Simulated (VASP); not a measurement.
Set up this calculation in VASP 6.6.1, as an ASE script.

```
Task                   : equation of state
Functional             : PBE
Dispersion             : D2
Potentials or basis    : VASP PAW PBE potentials, release 64 (Zn)
Cutoff                 : 520 eV
k mesh                 : 12 × 12 × 12
Occupations            : gaussian, width 0.1 eV
Spin                   : no spin polarisation
Further INCAR settings : ALGO = Normal; EDIFF = 1.00e-06
```

The structure of Zn lies in Zn.xyz:

```xyz
1
Lattice="0.0000000000 1.9647760000 1.9647760000 1.9647760000 0.0000000000 1.9647760000 1.9647760000 1.9647760000 0.0000000000" Properties=species:S:1:pos:R:3 pbc="T T T"
Zn     0.0000000000      0.0000000000      0.0000000000
```

This isn't the form of Zn at room conditions, which is hcp.

One way to write it, as run:

run.py

```python
from ase.calculators.vasp import Vasp
from ase.eos import EquationOfState
from ase.io import Trajectory
from ase.io import read
from ase.units import GPa

atoms = read('Zn.xyz')
calc = Vasp(
    directory='calc',
    xc='pbe',
    pp='PBE',
    setups='materialsproject',
    prec='Accurate',
    encut=520,
    ediff=1e-06,
    ismear=0,
    sigma=0.1,
    lreal=False,
    lasph=True,
    nelm=100,
    algo='Normal',
    isif=2,
    lwave=False,
    lcharg=False,
    ivdw=1,
    kpts=[12, 12, 12],
    gamma=True,
)
atoms.calc = calc
cell = atoms.cell.copy()
volumes, energies = [], []
traj = Trajectory('eos.traj', 'w')
for x in [0.94, 0.96, 0.98, 1.0, 1.02, 1.04, 1.06]:
    atoms.set_cell(cell * x ** (1 / 3), scale_atoms=True)
    volumes.append(atoms.get_volume())
    energies.append(atoms.get_potential_energy())
    traj.write(atoms)
    print(f'{x:5.2f} {volumes[-1]:12.5f} {energies[-1]:14.6f}')

v0, e0, B = EquationOfState(volumes, energies, eos='birchmurnaghan').fit()
print(f'V0 = {v0:.4f} A^3, E0 = {e0:.6f} eV, B = {B / GPa:.2f} GPa')
```

Potentials or basis: VASP PAW PBE potentials, release 64 (Zn).

The run is started by

```bash
$ python run.py
```

It gave:

```
Equilibrium volume                      : 14.93 Å³/atom
Bulk modulus                            : 52 GPa
Pressure derivative of the bulk modulus : 6.5
```

It took 30 s on 1 thread of Intel(R) Xeon(R) 6975P-C (Granite Rapids) (shared host), peak memory 0.14 GiB.
